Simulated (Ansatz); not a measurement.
**What a trial cell of MnSb2 relaxes into**

Method: Ansatz, DFT PBE, scalar-relativistic, plane waves, PAW. Cutoff 420 eV, Γ-centred k mesh, Gaussian smearing, collinear spin, first started from parallel moments.

The start puts MnSb2 on the cuprite structure type (Pn-3m, No. 224), with Mn in place of O, Sb in place of Cu, at a guessed volume.

```
Mn Sb
1.0
     5.37561    0.00000    0.00000
     0.00000    5.37561    0.00000
     0.00000    0.00000    5.37561
Mn Sb
2 4
Direct
  0.00000 0.00000 0.00000
  0.50000 0.50000 0.50000
  0.25000 0.25000 0.25000
  0.25000 0.75000 0.75000
  0.75000 0.75000 0.25000
  0.75000 0.25000 0.75000
```

Cell and atoms relax at zero pressure; the relaxation can't lower the symmetry of the start. After a coarse first stage the cell is made exact in the group found at 0.06 Å.

The zero of energy is the elements' standard structures at the same level; no fitted shifts are applied.

(1) Which crystal results?

(2) What are its volume, energy, gap and moment?

Answers

(1) It keeps Pn-3m (No. 224). The result has the cuprite structure. Conventional cell: a = 5.586 Å. Mn has 4 Sb at 2.42 Å; Sb is coordinated by 2 Mn at 2.42 Å.

```cif
data_structure
_symmetry_space_group_name_H-M 'Pn-3m:1'
_symmetry_Int_Tables_number 224
_cell_length_a 5.5855
_cell_length_b 5.5855
_cell_length_c 5.5855
_cell_angle_alpha 90.000
_cell_angle_beta 90.000
_cell_angle_gamma 90.000
_cell_volume 174.26
loop_
_atom_site_label
_atom_site_type_symbol
_atom_site_symmetry_multiplicity
_atom_site_Wyckoff_symbol
_atom_site_fract_x
_atom_site_fract_y
_atom_site_fract_z
_atom_site_occupancy
Mn1 Mn 2 a 0.00000 0.00000 0.00000 1
Sb1 Sb 4 b 0.25000 0.25000 0.25000 1
```

(2) The volume per atom is 29.04 Å³. The density is 5.69 g/cm³. The energy over the elements is 0.67 eV/atom, the gap on the 8×8×8 mesh is 0 eV (a metal) and the net moment per atom is 0.38 μB. The largest site moment is 1.71 μB.

The final run used a 8×8×8 mesh on its 6-atom cell and 0.10 eV smearing. For metals, differences of a few meV/atom aren't resolved. Spin–orbit coupling is left out. Symmetry constrained the relaxation, so the result can be a saddle point. The steps took roughly 3 core-minutes in all.